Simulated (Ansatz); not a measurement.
# Localised basis functions on generalised stacking fault on (110) of a LiCl-LiBr solid solution (56 atoms), part 2 of 4

Wanted: errors and times of a linear-scaling basis for generalised stacking fault on (110) of a LiCl-LiBr solid solution (56 atoms). A setting counts as converged where the r.m.s. difference of forces stays under 1 % of the r.m.s. force.

Ansatz 0.2.0; Kohn-Sham DFT, PBE, PAW (set soft_2), plane waves.

The cell: 28 Li, 10 Br and 18 Cl. The cell is under 6 Å thick along one periodic direction. The host structure and its lattice constant were typed by rule, without a check against the phase diagram.

So far. Step 4 (Support functions medium): Forces differ from the reference by 0.1 meV/Å r.m.s., 0.022 % of their size, well within a tolerance of 1 %. It took 2.2 times the reference's time (shared host, so rough). Step 5 (Support functions low): Forces differ from the reference by 0.11 meV/Å r.m.s., 0.025 % of their size, well within a tolerance of 1 %. It took 2.0 times the reference's time (shared host, so rough).

## Step 6: Support functions high

The cell is solved in localised support functions. The level high gives here a grid of 48×30×144 points and a radius of 4.75 Å. Besides, the program derives a nominal cutoff of 420 eV for this run, against the reference's 750.

This step: Kohn-Sham DFT, PBE, PAW (set soft_2), localised support functions (high) (Ansatz 0.2.0).

File input.yaml:

```yaml
crystal:
  lattice:
    - [7.44767, 0.0, 0.0]
    - [0.0, 5.2663, 0.0]
    - [1.55157, 0.0, 26.26686]
  atoms:
    [... the 56 atom lines of step 2 ...]
kpoints:
  mp_grid: { grid: [2, 3, 1] }
hamiltonian:
  xc: pbe
scf:
  occupations: { method: fermi_dirac, width: 0.025 }
  eigensolver: { kind: { support_functions: { accuracy: high } } }
  mixing: { beta: 0.2 }
  max_iter: 150
output:
  forces: true
```

Command:

```
$ ansatz run input.yaml --threads 4 --pin off --max-ram 8192MiB --backend cpu --events-out ev --progress --plain --runs-dir out
```

The program printed:

```text
[...]
Crystal: 56 atoms, lattice volume = 1030.230 Å³
Basis set: ecut = 420 eV, 20169 PW (Γ), exchange–correlation on 120×80×384 points (8 copies of the dense FFT grid, shifted against one another)
Bands: 168, of which v1, the nominal top of the filled ones, is band 140 counted from 1 (139 counted from 0)
Symmetry: 1 space group operations
k-points: 4 of 6 (time reversal used)
[...]
Eigensolver: Support functions (high, 48×30×144 points, laid for a spacing of at most 0.186952 Å, radius 4.748869 Å, 2 species' potentials softened for the grid, 3 wholly corrected for its errors in the mean over positions, 3 with the egg-box correction, energy correction by stochastic trace)
[...]
SCF iter   1: F=—  HF=-53085.701595 eV  |F-HF|=—  |Δ(HF+E_count)|=         —  Δρ=2.55e-2  dr2=6.84e0  ethr=1.00e-1
[...]
SCF iter  18: F=—  HF=-53088.133617 eV  |F-HF|=—  |Δ(HF+E_count)|=   3.24e-5  Δρ=3.28e-6  dr2=1.31e-7  ethr=7.28e-11  κ⁻¹=1.0e-5(r=7)
SCF iter  19: F=-53088.133646 eV  HF=-53088.133647 eV  |F-HF|=2.78e-8  |Δ(HF+E_count)|=   2.92e-5  Δρ=2.25e-6  dr2=6.36e-8  ethr=4.67e-11
SCF 1 converged in 19 iterations: F = -53088.134443 eV  dr2 = 6.36e-8
[...]
SCF converged after 19 iterations
[...]
Free energy (F): -53088.134443 eV
[...]
Internal energy: -53088.134443 eV  (E = F + TS)
E sigma→0 (E₀):  -53088.134443 eV
Fermi energy:    4.818990 eV
[...]
Σ components = -53088.134443   (vs F -53088.134443, Δ=0.00e0)
--- Forces (eV/Å), atoms counted from 1 ---
  atom   1  Li     0.28071362    -0.00010766    -2.15018016
  atom   2  Br    -0.32371755    -0.01256265     2.02071787
  atom   3  Li    -0.00182966     0.00754775     0.17982443
  atom   4  Cl     0.08235613    -0.01450846     0.02091783
[...]
atom  56  Br     0.42812075    -0.03396824    -2.43782669
  max |Σ_I F_I| component: 4.32e-4 eV/Å
--- Band table (eV) ---
[...]
```

The job ended after 2.1 min (4 threads of Intel Xeon 6975P-C (Granite Rapids), shared host; peak memory 4 GiB; 8.1 min of CPU time).

Keys that differ from the reference: basis.ecutwfc removed, support_functions.accuracy = "high", scf.max_iter = 150 and scf.mixing.beta = 0.2.

Forces differ from the reference by 0.024 meV/Å r.m.s., 0.0053 % of their size, well within a tolerance of 1 %. It took 5.8 times the reference's time (shared host, so rough).

## Step 7: Support functions medium, radius 3.85 Å

The radius confines each support function; a larger one gives more freedom and more work per atom. Besides, the program derives a nominal cutoff of 420 eV for this run, against the reference's 750.

This step: Kohn-Sham DFT, PBE, PAW (set soft_2), localised support functions (medium) (Ansatz 0.2.0).

input.yaml, the sections that differ from step 6:

```yaml
scf:
  occupations: { method: fermi_dirac, width: 0.025 }
  eigensolver: { kind: { support_functions: { accuracy: medium, radius: 3.85 } } }
  mixing: { beta: 0.2 }
  max_iter: 150
# crystal, kpoints, hamiltonian, output: as in step 6
```

The program printed:

```text
[...]
Crystal: 56 atoms, lattice volume = 1030.230 Å³
Basis set: ecut = 420 eV, 20169 PW (Γ), exchange–correlation on 100×72×360 points (8 copies of the dense FFT grid, shifted against one another)
Bands: 168, of which v1, the nominal top of the filled ones, is band 140 counted from 1 (139 counted from 0)
Symmetry: 1 space group operations
k-points: 4 of 6 (time reversal used)
[...]
SCF iter   1: F=—  HF=-53084.668451 eV  |F-HF|=—  |Δ(HF+E_count)|=         —  Δρ=2.53e-2  dr2=6.73e0  ethr=1.00e-1
[...]
SCF iter  16: F=—  HF=-53088.124468 eV  |F-HF|=—  |Δ(HF+E_count)|=   3.29e-4  Δρ=1.35e-5  dr2=1.93e-6  ethr=1.06e-9  κ⁻¹=5.6e-6(r=7)
SCF iter  17: F=-53088.124468 eV  HF=-53088.124468 eV  |F-HF|=2.63e-9  |Δ(HF+E_count)|=   8.97e-7  Δρ=4.07e-6  dr2=2.19e-7  ethr=6.88e-10
SCF 1 converged in 17 iterations: F = -53088.132057 eV  dr2 = 2.19e-7
[...]
SCF converged after 17 iterations
[...]
Free energy (F): -53088.132057 eV
[...]
Internal energy: -53088.132057 eV  (E = F + TS)
E sigma→0 (E₀):  -53088.132057 eV
Fermi energy:    4.819444 eV
[...]
Σ components = -53088.132057   (vs F -53088.132057, Δ=0.00e0)
--- Forces (eV/Å), atoms counted from 1 ---
  atom   1  Li     0.28081654    -0.00004606    -2.15044557
  atom   2  Br    -0.32381621    -0.01252310     2.02066275
  atom   3  Li    -0.00169902     0.00746884     0.18010256
  atom   4  Cl     0.08250948    -0.01453055     0.02103936
[...]
atom  56  Br     0.42809894    -0.03386613    -2.43791114
  max |Σ_I F_I| component: 1.29e-3 eV/Å
--- Band table (eV) ---
[...]
```

The job ended after 42 s (4 threads; peak memory 2 GiB).

Keys that differ from the reference: basis.ecutwfc removed, support_functions.accuracy = "medium", support_functions.radius = 3.85, scf.max_iter = 150 and scf.mixing.beta = 0.2.

Forces differ from the reference by 0.11 meV/Å r.m.s., 0.024 % of their size, well within a tolerance of 1 %. It took 2.0 times the reference's time (shared host, so rough).

## Step 8: Support functions medium, radius 4.17 Å

The radius confines each support function; a larger one gives more freedom and more work per atom. Besides, the program derives a nominal cutoff of 420 eV for this run, against the reference's 750.

input.yaml, the sections that differ from step 7:

```yaml
scf:
  occupations: { method: fermi_dirac, width: 0.025 }
  eigensolver: { kind: { support_functions: { accuracy: medium, radius: 4.17 } } }
  mixing: { beta: 0.2 }
  max_iter: 150
# crystal, kpoints, hamiltonian, output: as in step 7
```

The program printed:

```text
[...]
Crystal: 56 atoms, lattice volume = 1030.230 Å³
Basis set: ecut = 420 eV, 20169 PW (Γ), exchange–correlation on 100×72×360 points (8 copies of the dense FFT grid, shifted against one another)
Bands: 168, of which v1, the nominal top of the filled ones, is band 140 counted from 1 (139 counted from 0)
Symmetry: 1 space group operations
k-points: 4 of 6 (time reversal used)
[...]
SCF iter   1: F=—  HF=-53085.343687 eV  |F-HF|=—  |Δ(HF+E_count)|=         —  Δρ=2.55e-2  dr2=6.80e0  ethr=1.00e-1
[...]
SCF iter  17: F=—  HF=-53088.128631 eV  |F-HF|=—  |Δ(HF+E_count)|=   3.12e-7  Δρ=1.35e-5  dr2=2.17e-6  ethr=1.09e-9  κ⁻¹=1.0e0(r=1)
SCF iter  18: F=-53088.128631 eV  HF=-53088.128631 eV  |F-HF|=1.26e-7  |Δ(HF+E_count)|=   4.38e-7  Δρ=1.93e-6  dr2=2.04e-7  ethr=7.74e-10
SCF 1 converged in 18 iterations: F = -53088.132045 eV  dr2 = 2.04e-7
[...]
SCF converged after 18 iterations
[...]
Free energy (F): -53088.132045 eV
[...]
Internal energy: -53088.132045 eV  (E = F + TS)
E sigma→0 (E₀):  -53088.132045 eV
Fermi energy:    4.819250 eV
[...]
Σ components = -53088.132045   (vs F -53088.132045, Δ=0.00e0)
--- Forces (eV/Å), atoms counted from 1 ---
  atom   1  Li     0.28079165    -0.00009480    -2.15021278
  atom   2  Br    -0.32367533    -0.01251130     2.02070411
  atom   3  Li    -0.00189377     0.00750409     0.18008130
  atom   4  Cl     0.08241813    -0.01448612     0.02091927
[...]
atom  56  Br     0.42815864    -0.03398561    -2.43784189
  max |Σ_I F_I| component: 1.53e-3 eV/Å
--- Band table (eV) ---
[...]
```

Wall time 52 s (4 threads); peak memory 2.2 GiB; 3.3 min of CPU time.

Keys that differ from the reference: basis.ecutwfc removed, support_functions.accuracy = "medium", support_functions.radius = 4.17, scf.max_iter = 150 and scf.mixing.beta = 0.2.

Forces differ from the reference by 0.074 meV/Å r.m.s., 0.016 % of their size, well within a tolerance of 1 %. It took 2.4 times the reference's time (shared host, so rough).

## Step 9: Support functions medium, radius 4.44 Å

The radius confines each support function; a larger one gives more freedom and more work per atom. Besides, the program derives a nominal cutoff of 420 eV for this run, against the reference's 750.

input.yaml, the sections that differ from step 8:

```yaml
scf:
  occupations: { method: fermi_dirac, width: 0.025 }
  eigensolver: { kind: { support_functions: { accuracy: medium, radius: 4.44 } } }
  mixing: { beta: 0.2 }
  max_iter: 150
# crystal, kpoints, hamiltonian, output: as in step 8
```

The program printed:

```text
[...]
Crystal: 56 atoms, lattice volume = 1030.230 Å³
Basis set: ecut = 420 eV, 20169 PW (Γ), exchange–correlation on 100×72×360 points (8 copies of the dense FFT grid, shifted against one another)
Bands: 168, of which v1, the nominal top of the filled ones, is band 140 counted from 1 (139 counted from 0)
Symmetry: 1 space group operations
k-points: 4 of 6 (time reversal used)
[...]
SCF iter   1: F=—  HF=-53085.565587 eV  |F-HF|=—  |Δ(HF+E_count)|=         —  Δρ=2.55e-2  dr2=6.84e0  ethr=1.00e-1
[...]
SCF iter  17: F=—  HF=-53088.130310 eV  |F-HF|=—  |Δ(HF+E_count)|=   5.04e-7  Δρ=1.74e-5  dr2=3.48e-6  ethr=1.20e-9  κ⁻¹=1.0e0(r=1)
SCF iter  18: F=-53088.130309 eV  HF=-53088.130309 eV  |F-HF|=1.62e-7  |Δ(HF+E_count)|=   6.79e-7  Δρ=2.44e-6  dr2=2.77e-7  ethr=1.20e-9
SCF 1 converged in 18 iterations: F = -53088.132036 eV  dr2 = 2.77e-7
[...]
SCF converged after 18 iterations
[...]
Free energy (F): -53088.132036 eV
[...]
Internal energy: -53088.132036 eV  (E = F + TS)
E sigma→0 (E₀):  -53088.132036 eV
Fermi energy:    4.819070 eV
[...]
Σ components = -53088.132036   (vs F -53088.132036, Δ=0.00e0)
--- Forces (eV/Å), atoms counted from 1 ---
  atom   1  Li     0.28076316    -0.00008568    -2.15016590
  atom   2  Br    -0.32375991    -0.01256745     2.02071972
  atom   3  Li    -0.00185675     0.00752602     0.17990271
  atom   4  Cl     0.08240889    -0.01450197     0.02088602
[...]
atom  56  Br     0.42810206    -0.03398638    -2.43766209
  max |Σ_I F_I| component: 1.38e-3 eV/Å
--- Band table (eV) ---
[...]
```

It took 60 s on 4 threads; peak memory 2.5 GiB; 3.8 min of CPU time.

Keys that differ from the reference: basis.ecutwfc removed, support_functions.accuracy = "medium", support_functions.radius = 4.44, scf.max_iter = 150 and scf.mixing.beta = 0.2.

Forces differ from the reference by 0.064 meV/Å r.m.s., 0.014 % of their size, well within a tolerance of 1 %. It took 2.8 times the reference's time (shared host, so rough).

## Step 10: Support functions medium, radius 4.76 Å

The radius confines each support function; a larger one gives more freedom and more work per atom. Besides, the program derives a nominal cutoff of 420 eV for this run, against the reference's 750.

input.yaml, the sections that differ from step 9:

```yaml
scf:
  occupations: { method: fermi_dirac, width: 0.025 }
  eigensolver: { kind: { support_functions: { accuracy: medium, radius: 4.76 } } }
  mixing: { beta: 0.2 }
  max_iter: 150
# crystal, kpoints, hamiltonian, output: as in step 9
```

The program printed:

```text
[...]
Crystal: 56 atoms, lattice volume = 1030.230 Å³
Basis set: ecut = 420 eV, 20169 PW (Γ), exchange–correlation on 100×72×360 points (8 copies of the dense FFT grid, shifted against one another)
Bands: 168, of which v1, the nominal top of the filled ones, is band 140 counted from 1 (139 counted from 0)
Symmetry: 1 space group operations
k-points: 4 of 6 (time reversal used)
[...]
SCF iter   1: F=—  HF=-53085.702011 eV  |F-HF|=—  |Δ(HF+E_count)|=         —  Δρ=2.55e-2  dr2=6.84e0  ethr=1.00e-1
[...]
SCF iter  17: F=—  HF=-53088.131096 eV  |F-HF|=—  |Δ(HF+E_count)|=   6.14e-7  Δρ=1.76e-5  dr2=3.53e-6  ethr=1.30e-9  κ⁻¹=1.0e0(r=1)
SCF iter  18: F=-53088.131095 eV  HF=-53088.131095 eV  |F-HF|=1.54e-7  |Δ(HF+E_count)|=   9.04e-7  Δρ=2.36e-6  dr2=2.49e-7  ethr=1.26e-9
SCF 1 converged in 18 iterations: F = -53088.132062 eV  dr2 = 2.49e-7
[...]
SCF converged after 18 iterations
[...]
Free energy (F): -53088.132062 eV
[...]
Internal energy: -53088.132062 eV  (E = F + TS)
E sigma→0 (E₀):  -53088.132062 eV
Fermi energy:    4.819021 eV
[...]
Σ components = -53088.132062   (vs F -53088.132062, Δ=0.00e0)
--- Forces (eV/Å), atoms counted from 1 ---
  atom   1  Li     0.28072549    -0.00007357    -2.15011924
  atom   2  Br    -0.32377284    -0.01256940     2.02072462
  atom   3  Li    -0.00186662     0.00751568     0.17990415
  atom   4  Cl     0.08242360    -0.01450226     0.02090718
[...]
atom  56  Br     0.42815453    -0.03397565    -2.43771695
  max |Σ_I F_I| component: 1.46e-3 eV/Å
--- Band table (eV) ---
[...]
```

Elapsed: 72 s, on 4 threads; peak memory 2.7 GiB.

Keys that differ from the reference: basis.ecutwfc removed, support_functions.accuracy = "medium", support_functions.radius = 4.76, scf.max_iter = 150 and scf.mixing.beta = 0.2.

Forces differ from the reference by 0.059 meV/Å r.m.s., 0.013 % of their size, well within a tolerance of 1 %. It took 3.3 times the reference's time (shared host, so rough).

## Step 11: Support functions medium, radius 5.36 Å

The radius confines each support function; a larger one gives more freedom and more work per atom. Besides, the program derives a nominal cutoff of 420 eV for this run, against the reference's 750.

input.yaml, the sections that differ from step 10:

```yaml
scf:
  occupations: { method: fermi_dirac, width: 0.025 }
  eigensolver: { kind: { support_functions: { accuracy: medium, radius: 5.36 } } }
  mixing: { beta: 0.2 }
  max_iter: 150
# crystal, kpoints, hamiltonian, output: as in step 10
```

The program printed:

```text
[...]
Crystal: 56 atoms, lattice volume = 1030.230 Å³
Basis set: ecut = 420 eV, 20169 PW (Γ), exchange–correlation on 100×72×360 points (8 copies of the dense FFT grid, shifted against one another)
Bands: 168, of which v1, the nominal top of the filled ones, is band 140 counted from 1 (139 counted from 0)
Symmetry: 1 space group operations
k-points: 4 of 6 (time reversal used)
[...]
SCF iter   1: F=—  HF=-53085.753347 eV  |F-HF|=—  |Δ(HF+E_count)|=         —  Δρ=2.55e-2  dr2=6.82e0  ethr=1.00e-1
[...]
SCF iter  17: F=—  HF=-53088.131713 eV  |F-HF|=—  |Δ(HF+E_count)|=   7.28e-7  Δρ=1.88e-5  dr2=3.92e-6  ethr=1.39e-9  κ⁻¹=1.0e0(r=1)
SCF iter  18: F=-53088.131712 eV  HF=-53088.131712 eV  |F-HF|=1.52e-7  |Δ(HF+E_count)|=   1.03e-6  Δρ=2.44e-6  dr2=2.49e-7  ethr=1.39e-9
SCF 1 converged in 18 iterations: F = -53088.132061 eV  dr2 = 2.49e-7
[...]
SCF converged after 18 iterations
[...]
Free energy (F): -53088.132061 eV
[...]
Internal energy: -53088.132061 eV  (E = F + TS)
E sigma→0 (E₀):  -53088.132061 eV
Fermi energy:    4.818977 eV
[...]
Σ components = -53088.132061   (vs F -53088.132061, Δ=0.00e0)
--- Forces (eV/Å), atoms counted from 1 ---
  atom   1  Li     0.28073607    -0.00008022    -2.15011089
  atom   2  Br    -0.32375393    -0.01257014     2.02062990
  atom   3  Li    -0.00186398     0.00752134     0.17987655
  atom   4  Cl     0.08243676    -0.01450892     0.02089785
[...]
atom  56  Br     0.42813041    -0.03397750    -2.43763969
  max |Σ_I F_I| component: 1.22e-3 eV/Å
--- Band table (eV) ---
[...]
```

Wall time 1.8 min (4 threads); peak memory 3.5 GiB.

Keys that differ from the reference: basis.ecutwfc removed, support_functions.accuracy = "medium", support_functions.radius = 5.36, scf.max_iter = 150 and scf.mixing.beta = 0.2.

Forces differ from the reference by 0.058 meV/Å r.m.s., 0.013 % of their size, well within a tolerance of 1 %. It took 5.0 times the reference's time (shared host, so rough).

## Step 12: Support functions medium, radius 5.95 Å

The radius confines each support function; a larger one gives more freedom and more work per atom. Besides, the program derives a nominal cutoff of 420 eV for this run, against the reference's 750.

input.yaml, the sections that differ from step 11:

```yaml
scf:
  occupations: { method: fermi_dirac, width: 0.025 }
  eigensolver: { kind: { support_functions: { accuracy: medium, radius: 5.95 } } }
  mixing: { beta: 0.2 }
  max_iter: 150
# crystal, kpoints, hamiltonian, output: as in step 11
```

The program printed:

```text
[...]
Crystal: 56 atoms, lattice volume = 1030.230 Å³
Basis set: ecut = 420 eV, 20169 PW (Γ), exchange–correlation on 100×72×360 points (8 copies of the dense FFT grid, shifted against one another)
Bands: 168, of which v1, the nominal top of the filled ones, is band 140 counted from 1 (139 counted from 0)
Symmetry: 1 space group operations
k-points: 4 of 6 (time reversal used)
[...]
SCF iter   1: F=—  HF=-53085.719077 eV  |F-HF|=—  |Δ(HF+E_count)|=         —  Δρ=2.55e-2  dr2=6.82e0  ethr=1.00e-1
[...]
SCF iter  17: F=—  HF=-53088.131894 eV  |F-HF|=—  |Δ(HF+E_count)|=   6.10e-7  Δρ=1.70e-5  dr2=3.24e-6  ethr=1.49e-9  κ⁻¹=1.0e0(r=1)
SCF iter  18: F=-53088.131893 eV  HF=-53088.131893 eV  |F-HF|=1.23e-7  |Δ(HF+E_count)|=   8.41e-7  Δρ=2.11e-6  dr2=2.01e-7  ethr=1.16e-9
SCF 1 converged in 18 iterations: F = -53088.132064 eV  dr2 = 2.01e-7
[...]
SCF converged after 18 iterations
[...]
Free energy (F): -53088.132064 eV
[...]
Internal energy: -53088.132064 eV  (E = F + TS)
E sigma→0 (E₀):  -53088.132064 eV
Fermi energy:    4.818968 eV
[...]
Σ components = -53088.132064   (vs F -53088.132064, Δ=0.00e0)
--- Forces (eV/Å), atoms counted from 1 ---
  atom   1  Li     0.28074352    -0.00007704    -2.15012200
  atom   2  Br    -0.32376032    -0.01257066     2.02062994
  atom   3  Li    -0.00187569     0.00752721     0.17987042
  atom   4  Cl     0.08243324    -0.01450863     0.02089329
[...]
atom  56  Br     0.42814437    -0.03398642    -2.43765102
  max |Σ_I F_I| component: 1.19e-3 eV/Å
--- Band table (eV) ---
[...]
```

It took 2.7 min on 4 threads; peak memory 4.3 GiB; 10 min of CPU time.

Keys that differ from the reference: basis.ecutwfc removed, support_functions.accuracy = "medium", support_functions.radius = 5.95, scf.max_iter = 150 and scf.mixing.beta = 0.2.

Forces differ from the reference by 0.058 meV/Å r.m.s., 0.013 % of their size, well within a tolerance of 1 %. It took 7.4 times the reference's time (shared host, so rough).

## Step 13: Support functions medium, radius 3.37 Å

The radius confines each support function; a larger one gives more freedom and more work per atom.

input.yaml, the sections that differ from step 12:

```yaml
scf:
  occupations: { method: fermi_dirac, width: 0.025 }
  eigensolver: { kind: { support_functions: { accuracy: medium, radius: 3.37 } } }
  mixing: { beta: 0.2 }
  max_iter: 150
output:
  forces: true
  eigenvalues: true
# crystal, kpoints, hamiltonian: as in step 12
```

The program printed:

```text
Warning: scf.eigensolver.kind.support_functions: disabling space-group detection — the functions' gradient is summed over unrotated k-points, so no spatial operation reduces the k-mesh or symmetrises the density; time reversal is kept, so that k and −k are solved as one point where they differ and the mesh holds both, and exact exchange and, on two spinor components, a DFT+U term hold to it where the run has them: [...]
settings of this run that can trade accuracy for cost: scf.eigensolver.kind.support_functions [...]
Engine: ansatz 0.2.0, x86_64-unknown-linux-gnu
Pseudopotentials: kind: paw
Pseudopotential: Li, paw, valence charge 3, recommended cutoff 420 eV (normal), Li.paw.azcp
Pseudopotential: Br, paw, valence charge 7, recommended cutoff 420 eV (normal), Br.paw.azcp
Pseudopotential: Cl, paw, valence charge 7, recommended cutoff 420 eV (normal), Cl.paw.azcp
[... 5 lines on functional and potentials left out ...]
Error: SCF: the radius of support functions is under 3.77 Å, the least for these sites at the functions' level (scf.eigensolver.kind.support_functions.accuracy). Use scf.eigensolver.kind: auto, or type scf.eigensolver.kind.support_functions.radius at least as long, [...]
```

Wall time 1 s (4 threads); peak memory 0.27 GiB.

The program refuses radii under 3.77 Å for these atoms at this level.

(Continued in part 3 of 4.)

[Logs are printed without paths, hosts, clocks, repeated set-up lines and the standing remarks that a program may print on its own settings, such as how far it seeks lower states.]

[Hosts, paths, dates, database ids (printed as entryN), source tags and the programs' standing remarks are cut or masked in the printed files.]
